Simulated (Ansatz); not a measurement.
Crystal: ZnSe (Stilleite).

```
Se Zn
1.0
     0.00000    2.83380    2.83380
     2.83380    0.00000    2.83380
     2.83380    2.83380    0.00000
Se Zn
1 1
Direct
  0.75000 0.75000 0.75000
  0.00000 0.00000 0.00000
```

* Program: Ansatz 0.2.0
* Task: relaxation of cell and atoms
* Functional: B3LYP
* Potentials or basis: Ansatz PAW
* Cutoff: 420 eV (not typed: the program's choice for these potentials)
* k mesh: 4 × 4 × 4
* Occupations: fermi-dirac, width 0.05 eV
* Spin: no spin polarisation

At the start: volume 22.76 Å³/atom.

Task: How do energy, volume and symmetry change on relaxing?

Result: It ends after 5 steps and the volume is 24.26 Å³/atom (+6.6 %); space group F-43m (No. 216, to 0.05 Å).

Step by step:
```csv
step,energy change (eV),largest force (eV/Å),volume (Å³)
1,0.0000,0.0000,45.51
2,-0.0336,0.0000,47.79
3,-0.0353,0.0000,48.45
4,-0.0353,0.0000,48.52
5,-0.0364,0.0000,48.52
```

Final structure:
```
Se Zn
1.0
     0.00000    2.89498    2.89498
     2.89498    0.00000    2.89498
     2.89498    2.89498    0.00000
Se Zn
1 1
Direct
  0.75000 0.75000 0.75000
  0.00000 0.00000 0.00000
```

Caveat: the k mesh is coarse (spacing up to 0.48 Å⁻¹), so the values aren't converged, least of all with exact exchange; the plane-wave basis is chosen anew once the cell has moved, so the energies of steps on either side of that aren't comparable; the PAW data sets come from PBE, with cores solved anew for the run's functional, which leaves a small shift of forces and pressure.
